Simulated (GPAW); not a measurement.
# KTaO3 (Pm-3m) in GPAW: notebook

The runs below take KTaO3 through equation of state, single point, with PBEsol, TB-mBJ.

Everything below comes from runs of GPAW 26.7.0. Logs are shortened: lines on timing, memory, paths and dates and some standing lists are left out, and cuts for length are marked. The log counts tension as positive stress, the text compression.

## 1. The structure

Symmetry: Pm-3m, No. 221, cubic system. Conventional cell: a = 3.988 Å, b = 3.988 Å, c = 3.988 Å, α = 90.00°, β = 90.00°, γ = 90.00°. Around Ta (site symmetry m-3m) lie 6 O at 1.99 Å. K (site symmetry m-3m) has 12 O at 2.82 Å as nearest neighbours. O (site symmetry 4/mmm) is surrounded by 2 Ta at 1.99 Å.

## 2. Equation of state, PBEsol

File run.py:

```python
from ase import Atoms
from ase.eos import EquationOfState
from ase.io import Trajectory
from ase.units import GPa
from gpaw import GPAW, PW, setup_paths

setup_paths.insert(0, '.')

atoms = Atoms(['Ta', 'K', 'O', 'O', 'O'],
              cell=[[3.9883, 0.0, 0.0],
                    [0.0, 3.9883, 0.0],
                    [0.0, 0.0, 3.9883]],
              scaled_positions=[[0.0, 0.0, 0.0],
                                [0.5, 0.5, 0.5],
                                [0.0, 0.0, 0.5],
                                [0.0, 0.5, 0.0],
                                [0.5, 0.0, 0.0]],
              pbc=True)

traj = Trajectory('eos.traj', 'w')
volumes, energies = [], []
for x in [0.94, 0.96, 0.98, 1.0, 1.02, 1.04, 1.06]:
    a = atoms.copy()
    a.set_cell(atoms.cell * x**(1 / 3), scale_atoms=True)
    calc = GPAW(mode=PW(800),
                xc='PBEsol',
                kpts={'size': (7, 7, 7), 'gamma': True},
                occupations={'name': 'fermi-dirac', 'width': 0.05},
                nbands=36,
                convergence={'density': 1e-05, 'energy': 1e-05},
                maxiter=150,
                txt=f'eos-{x:.2f}.txt')
    a.calc = calc
    energies.append(a.get_potential_energy(force_consistent=True))
    volumes.append(a.get_volume())
    p = -a.get_stress()[:3].mean() / GPa
    calc.write(f'eos-{x:.2f}.gpw')
    traj.write(a)
    print(f'{x:.2f} {volumes[-1]:10.4f} A^3 {energies[-1]:14.6f} eV {p:9.3f} GPa', flush=True)

v0, e0, B = EquationOfState(volumes, energies, eos='birchmurnaghan').fit()
print(f'V0 = {v0:.4f} A^3, E0 = {e0:.6f} eV, B0 = {B / GPa:.2f} GPa')
```

Potentials or basis: PAW data sets generated in the run's folder for this functional, pw.

Launch:

```
gpaw-setup -f PBEsol K O Ta
OMP_NUM_THREADS=1 python run.py
```

What it wrote:

```text
__  _  _
 | _ |_)|_||  |
 |__||  | ||/\| - 26.7.0

Input parameters:
  mode=PW(ecut=800.0),
  convergence={'density': 1e-05, 'energy': 1e-05},
  kpts=MonkhorstPack(size=(7, 7, 7), gamma=True),
  maxiter=150,
  nbands=36,
  occupations=Occupations(name='fermi-dirac', width=0.05),
  xc=XC(name='PBEsol')

Diagonalizing LCAO Hamiltonian
Converting LCAO to pw mode
   .---------.
  /|         |
 * |         |
 | |   K     |
 O |         |
 | .---------.
 |/         /
 Ta---O----*

Atoms  # Å, Bohr magnetons
|   | symbol |        x |        y |        z |    initial magnetic moments |
|---|--------|----------|----------|----------|-----------------------------|
| 0 |     Ta | 0.000000 | 0.000000 | 0.000000 | ( 0.0000,  0.0000,  0.0000) |
| 1 |      K | 1.953442 | 1.953442 | 1.953442 | ( 0.0000,  0.0000,  0.0000) |
| 2 |      O | 0.000000 | 0.000000 | 1.953442 | ( 0.0000,  0.0000,  0.0000) |
| 3 |      O | 0.000000 | 1.953442 | 0.000000 | ( 0.0000,  0.0000,  0.0000) |
| 4 |      O | 1.953442 | 0.000000 | 0.000000 | ( 0.0000,  0.0000,  0.0000) |

Unit cell  # Å
| periodic |        x |        y |        z |  lengths |    angles |
|----------|----------|----------|----------|----------|-----------|
|      yes | 3.906883 | 0.000000 | 0.000000 | 3.906883 | 90.000000 |
|      yes | 0.000000 | 3.906883 | 0.000000 | 3.906883 | 90.000000 |
|      yes | 0.000000 | 0.000000 | 3.906883 | 3.906883 | 90.000000 |

Number of symmetries: 48
Symmetry operations  # r_c * U_cc + t_c -> r_c
|    | kind |            matrix            |
|----|------|------------------------------|
|  0 |  E   |  1, 0, 0,  0, 1, 0,  0, 0, 1 |
|  1 |  σ   |  1, 0, 0,  0, 1, 0,  0, 0,-1 |
|  2 |  σ   |  1, 0, 0,  0, 0, 1,  0, 1, 0 |
|  3 |  C4  |  1, 0, 0,  0, 0, 1,  0,-1, 0 |
|  4 |  C4  |  1, 0, 0,  0, 0,-1,  0, 1, 0 |
|  5 |  σ   |  1, 0, 0,  0, 0,-1,  0,-1, 0 |
|  6 |  σ   |  1, 0, 0,  0,-1, 0,  0, 0, 1 |
|  7 |  C2  |  1, 0, 0,  0,-1, 0,  0, 0,-1 |
|  8 |  σ   |  0, 1, 0,  1, 0, 0,  0, 0, 1 |
|  9 |  C2  |  0, 1, 0,  1, 0, 0,  0, 0,-1 |
| 10 |  C3  |  0, 1, 0,  0, 0, 1,  1, 0, 0 |
| 11 |  S6  |  0, 1, 0,  0, 0, 1, -1, 0, 0 |
| 12 |  S6  |  0, 1, 0,  0, 0,-1,  1, 0, 0 |
| 13 |  C3  |  0, 1, 0,  0, 0,-1, -1, 0, 0 |
| 14 |  C4  |  0, 1, 0, -1, 0, 0,  0, 0, 1 |
| 15 |  S4  |  0, 1, 0, -1, 0, 0,  0, 0,-1 |
| 16 |  C3  |  0, 0, 1,  1, 0, 0,  0, 1, 0 |
| 17 |  S6  |  0, 0, 1,  1, 0, 0,  0,-1, 0 |
| 18 |  σ   |  0, 0, 1,  0, 1, 0,  1, 0, 0 |
| 19 |  C4  |  0, 0, 1,  0, 1, 0, -1, 0, 0 |
| 20 |  C2  |  0, 0, 1,  0,-1, 0,  1, 0, 0 |
| 21 |  S4  |  0, 0, 1,  0,-1, 0, -1, 0, 0 |
| 22 |  S6  |  0, 0, 1, -1, 0, 0,  0, 1, 0 |
| 23 |  C3  |  0, 0, 1, -1, 0, 0,  0,-1, 0 |
| 24 |  S6  |  0, 0,-1,  1, 0, 0,  0, 1, 0 |
| 25 |  C3  |  0, 0,-1,  1, 0, 0,  0,-1, 0 |
| 26 |  C4  |  0, 0,-1,  0, 1, 0,  1, 0, 0 |
| 27 |  σ   |  0, 0,-1,  0, 1, 0, -1, 0, 0 |
| 28 |  S4  |  0, 0,-1,  0,-1, 0,  1, 0, 0 |
| 29 |  C2  |  0, 0,-1,  0,-1, 0, -1, 0, 0 |
| 30 |  C3  |  0, 0,-1, -1, 0, 0,  0, 1, 0 |
| 31 |  S6  |  0, 0,-1, -1, 0, 0,  0,-1, 0 |
| 32 |  C4  |  0,-1, 0,  1, 0, 0,  0, 0, 1 |
| 33 |  S4  |  0,-1, 0,  1, 0, 0,  0, 0,-1 |
| 34 |  S6  |  0,-1, 0,  0, 0, 1,  1, 0, 0 |
| 35 |  C3  |  0,-1, 0,  0, 0, 1, -1, 0, 0 |
| 36 |  C3  |  0,-1, 0,  0, 0,-1,  1, 0, 0 |
| 37 |  S6  |  0,-1, 0,  0, 0,-1, -1, 0, 0 |
| 38 |  σ   |  0,-1, 0, -1, 0, 0,  0, 0, 1 |
| 39 |  C2  |  0,-1, 0, -1, 0, 0,  0, 0,-1 |
| 40 |  σ   | -1, 0, 0,  0, 1, 0,  0, 0, 1 |
| 41 |  C2  | -1, 0, 0,  0, 1, 0,  0, 0,-1 |
| 42 |  C2  | -1, 0, 0,  0, 0, 1,  0, 1, 0 |
| 43 |  S4  | -1, 0, 0,  0, 0, 1,  0,-1, 0 |
| 44 |  S4  | -1, 0, 0,  0, 0,-1,  0, 1, 0 |
| 45 |  C2  | -1, 0, 0,  0, 0,-1,  0,-1, 0 |
| 46 |  C2  | -1, 0, 0,  0,-1, 0,  0, 0, 1 |
| 47 |  i   | -1, 0, 0,  0,-1, 0,  0, 0,-1 |

BZ-sampling:
  Number of BZ points: 343
  Number of IBZ points: 20

  Monkhorst-Pack size: [7, 7, 7]
  Monkhorst-Pack shift: [0, 0, 0]

K-points  # in reciprocal-cell coordinates
|     |                                coordinates |     weight |
|-----|--------------------------------------------|------------|
|   0 | (  0.00000000,   0.00000000,   0.00000000) | 0.00291545 |
|   1 | (  0.14285714,   0.00000000,   0.00000000) | 0.01749271 |
|   2 | (  0.14285714,   0.14285714,   0.00000000) | 0.03498542 |
|   3 | (  0.14285714,   0.14285714,   0.14285714) | 0.02332362 |
|   4 | (  0.28571429,   0.00000000,   0.00000000) | 0.01749271 |
|   5 | (  0.28571429,   0.14285714,   0.00000000) | 0.06997085 |
|   6 | (  0.28571429,   0.14285714,   0.14285714) | 0.06997085 |
|   7 | (  0.28571429,   0.28571429,   0.00000000) | 0.03498542 |
|   8 | (  0.28571429,   0.28571429,   0.14285714) | 0.06997085 |
|   9 | (  0.28571429,   0.28571429,   0.28571429) | 0.02332362 |
| ... |                                            |            |
|  19 | (  0.42857143,   0.42857143,   0.42857143) | 0.02332362 |

Plane wave coefficients: 3083
Cutoff: 800.0 eV

Spin-components: 1 (collinear spins)
Bands:           36
Projectors:      26
Spin-degeneracy: 2
Datatype:        complex128

Parallelization:
  kpt:    1
  domain: 1
  band:   1

Density:
  Valence electrons: 40.0
  Components: 1
  Grid points: [27 27 27]
  Charge: 0.0  # |e|

Potential:
  Grid points: [27 27 27]

species:
  Ta:
    name:    Tantalum
    Z:       73.0
    valence: 13
    core:    60
    charge:  0.0  # [|e|]
    compensation charges:
      type: gauss
      rc: 0.42  # [Å]
      lmax: 2
    cutoffs:
      filter: 2.36  # [Å]
      core: 3.45  # [Å]
    projectors
    | kind |    occ | energy [eV] | rcut [Å] |
    |------|--------|-------------|----------|
    |   5s |  2.000 |     -72.818 |    1.365 |
    |   6s |  2.000 |      -5.457 |    1.365 |
    |   5p |  6.000 |     -39.444 |    1.349 |
    |   6p |  0.000 |      -1.369 |    1.349 |
    |   5d |  3.000 |      -3.632 |    1.307 |
    |    d |        |      23.579 |    1.307 |

    Using partial waves for Ta as LCAO basis

  K:
    name:    Potassium
    Z:       19.0
    valence: 9
    core:    10
    charge:  0.0  # [|e|]
    compensation charges:
      type: gauss
      rc: 0.35  # [Å]
      lmax: 2
    cutoffs:
      filter: 1.91  # [Å]
      core: 1.27  # [Å]
    projectors
    | kind |    occ | energy [eV] | rcut [Å] |
    |------|--------|-------------|----------|
    |   3s |  2.000 |     -35.262 |    1.122 |
    |   4s |  1.000 |      -2.301 |    1.122 |
    |   3p |  6.000 |     -18.797 |    1.106 |
    |    p |        |       8.414 |    1.106 |
    |    d |        |       0.000 |    0.937 |

    Using partial waves for K as LCAO basis

  O:
    name:    Oxygen
    Z:       8.0
    valence: 6
    core:    2
    charge:  0.0  # [|e|]
    compensation charges:
      type: gauss
      rc: 0.21  # [Å]
      lmax: 2
    cutoffs:
      filter: 1.17  # [Å]
      core: 0.83  # [Å]
    projectors
    | kind |    occ | energy [eV] | rcut [Å] |
    |------|--------|-------------|----------|
    |   2s |  2.000 |     -23.808 |    0.688 |
    |   2p |  4.000 |      -8.972 |    0.598 |
    |    s |        |       3.404 |    0.688 |
    |    p |        |      18.239 |    0.598 |
    |    d |        |       0.000 |    0.619 |

    Using partial waves for O as LCAO basis

Reference energy: -446508.466677  # eV

eigensolver:
  PPCG
  Converge bands: occupied
  niter=2

density mixing:
  MSR1-Mixer
  Pratt-step length: 0.05
  Maximum mixing coefficient: 0.75
  Old densities: 10
  SVD Regularization: 0.005
  Good broyden scale: 1.0
  Trust region scale: 1.0
  Backstep threshold: 4.0
  History deletion threshold: 6.0
  Fourier metric: weight=20.0, sigma=0.015

occupation numbers:
  Fermi-Dirac:
    width: 0.0500  # eV

poisson solver:
  ecut: 6400.0  # eV

xc functional:
  name: PBEsol with 2 nearest neighbor stencil

convergence criteria:
- Maximum integral of absolute [dens]ity change: 1e-05 electrons / valence electron
- Maximum [total energy] change in last 3 cyles: 1e-05 eV / valence electron
- Maximum integral of absolute [eigenst]ate change: 4e-08 eV^2 / valence electron
maximum number of iterations: 150

SCF iterations
|iter     | |      energy | eigst |  dens |
|---------|-|-------------|-------|-------|
|iter:   1| |  -46.786135 | +0.22 |       |
|iter:   2| |  -45.351777 | -1.59 | -0.89 |
|iter:   3| |  -41.684605 | -1.01 | -0.95 |
|iter:   4| |  -41.663772 | -3.06 | -1.58 |
|iter:   5| |  -41.662507 | -3.41 | -1.80 |
|iter:   6| |  -41.662519 | -5.06 | -2.81 |
|iter:   7| |  -41.662552c| -5.94 | -3.26 |
|iter:   8| |  -41.662555c| -7.42c| -3.88 |
|iter:   9| |  -41.662555c| -7.45c| -4.77 |
|iter:  10| |  -41.662555c| -8.36c| -5.32c|

Converged in 10 steps
Energy contributions relative to reference atoms: (reference = -446508.466677)

Energy contributions:
  Kinetic:          53.307432
  Coulomb:         -54.860584
  Zero:             -0.004946
  External:          0.000000
  Xc:              -40.104456
  Entropy:          -0.000000
  Spinorbit:         0.000000
  ----------------------------
  Free energy:     -41.662555
  Extrapolated:    -41.662555

dipole moment: (-36.051686, -36.051686, -36.051686)  # |e|*Ang

Fermi level: 6.960
Eigenvalues  # (at kpt = [0.000, 0.000, 0.000])
| band index |      eig [eV] | occ [0-2] |
|------------|---------------|-----------|
|          0 |       -61.046 |     2.000 |
|        ... |               |           |
|         12 |         3.537 |     2.000 |
|         13 |         3.537 |     2.000 |
|         14 |         4.757 |     2.000 |
|         15 |         4.757 |     2.000 |
|         16 |         4.757 |     2.000 |
|         17 |         5.345 |     2.000 |
|         18 |         5.345 |     2.000 |
|         19 |         5.345 |     2.000 |
|         20 |         8.147 |     0.000 |
|         21 |         8.147 |     0.000 |
|         22 |         8.147 |     0.000 |
|         23 |        12.903 |     0.000 |
|         24 |        13.429 |     0.000 |
|         25 |        13.429 |     0.000 |
|         26 |        13.848 |     0.000 |
|         27 |        13.848 |     0.000 |
|        ... |               |           |
|         35 |        26.308 |     0.000 |

Gap: 2.272 eV
Transition (v -> c):
  (s=0, k=19, n=19, [0.43, 0.43, 0.43]) -> (s=0, k=0, n=20, [0.00, 0.00, 0.00])
Direct/indirect transitions are different
Direct gap: 2.802 eV
Transition at: (s=0, k=0, n=19, [0.00, 0.00, 0.00])

Stress tensor  # eV/Ang^3
|         x |         y |         z |
|-----------|-----------|-----------|
| -0.089075 |  0.000000 |  0.000000 |
|  0.000000 | -0.089075 |  0.000000 |
|  0.000000 |  0.000000 | -0.089075 |

# Writing to eos-0.94.gpw (mode='')
```

Run time: 4.3 min. Hardware: 1 thread of Arm Neoverse V2, shared host; peak memory 0.41 GiB.

Results:

- Equilibrium volume: 12.69 Å³/atom
- Bulk modulus: 202 GPa
- Pressure derivative of the bulk modulus: 4.5

Energy against volume, from the lowest point:
```tsv
volume (Å³/atom)	energy (meV/atom)
11.927	32.51
12.180	13.99
12.434	3.41
12.688	0.00
12.942	3.02
13.196	11.75
13.449	25.62
```

Spin-orbit coupling is left out, which matters for the levels of Ta.

## 3. Single point, TB-mBJ

File run.py:

```python
from ase import Atoms
from ase.dft.bandgap import bandgap
from ase.io import write
from gpaw import GPAW, PW

atoms = Atoms(['Ta', 'K', 'O', 'O', 'O'],
              cell=[[3.9883, 0.0, 0.0],
                    [0.0, 3.9883, 0.0],
                    [0.0, 0.0, 3.9883]],
              scaled_positions=[[0.0, 0.0, 0.0],
                                [0.5, 0.5, 0.5],
                                [0.0, 0.0, 0.5],
                                [0.0, 0.5, 0.0],
                                [0.5, 0.0, 0.0]],
              pbc=True)

calc = GPAW(mode=PW(800),
            xc='TB09',
            kpts={'size': (8, 8, 8), 'gamma': True},
            occupations={'name': 'fermi-dirac', 'width': 0.05},
            nbands=36,
            convergence={'density': 1e-05, 'energy': 1e-05},
            eigensolver='cg',
            maxiter=150,
            txt='gpaw.txt')
atoms.calc = calc
energy = atoms.get_potential_energy()
calc.write('gs.gpw')
write('result.traj', atoms)
print('Fermi level:', round(calc.get_fermi_level(), 4), 'eV')
print(f'Gap: {bandgap(calc)[0]:.4f} eV, direct: {bandgap(calc, direct=True)[0]:.4f} eV')
```

Potentials or basis: GPAW PAW data sets for LDA (gpaw-data 1.2.1), pw.

Launch:

```
OMP_NUM_THREADS=1 python run.py
```

Run time: 5 min. Hardware: 1 thread of Arm Neoverse V2, shared host; peak memory 0.44 GiB.

Results (log left out):

- Band gap on the k mesh: 3.51 eV, indirect (least direct gap 4.21 eV)

Levels at points of the mesh, in eV from the valence-band top:
```csv
k point,band 16,band 17,band 18,band 19,band 20,band 21,band 22,band 23,band 24,band 25
"(0.00, 0.00, 0.00)",-0.96,-0.96,-0.70,-0.70,-0.70,3.51,3.51,3.51,6.94,6.94
"(0.50, 0.00, 0.00)",-2.19,-1.79,-1.26,-0.88,-0.88,3.64,6.02,6.02,6.96,9.40
"(0.50, 0.50, 0.00)",-2.39,-1.81,-1.27,-1.27,-0.03,6.06,6.06,7.42,8.11,11.06
"(0.50, 0.50, 0.50)",-3.52,-3.52,0.00,0.00,0.00,7.51,7.51,7.51,10.27,10.27
```

Caveat: a model potential gives levels but no total energy; the PAW data sets were made with another functional, which shifts forces and pressure a little; spin-orbit coupling is left out, which moves the levels of the heavy elements.
